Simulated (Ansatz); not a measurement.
Relaxed NaBr (rock salt):

```
NaBr
1.0
    0.00000     6.03598     6.03598
    3.01799     0.00000     3.01799
    3.01799     3.01799     0.00000
Br Na
2 2
Direct
  0.00000   0.00000   0.00000
  0.50000   0.00000   0.00000
  0.25000   0.50000   0.50000
  0.75000   0.50000   0.50000
```

These are PBE (plane waves to 420 eV, PAW, scalar-relativistic; Ansatz, a quantum-chemistry and plane-wave program) values and carry that method's errors. k mesh 4×8×8 (Γ-centred), Fermi-Dirac smearing 0.05 eV. NaBr was relaxed with its symmetry unable to fall.

One atom of the cell was then moved (with its periodic images), all else fixed, and the forces (eV/Å) came out as:

```csv
atom,Fx,Fy,Fz
Br1,0.005,-0.005,-0.053
Br2,-0.006,0.006,-0.435
Na3,0.103,-0.103,-0.125
Na4,-0.103,0.103,0.613
```

Question: Which atom was moved, and by which vector (Å)?

Answer: Na4, by (0.00, 0.00, -0.33), 0.33 Å in all.

(For displaced atoms, the force is minus the slope of the energy, and its curvature is a force constant, which sets phonon frequencies.)
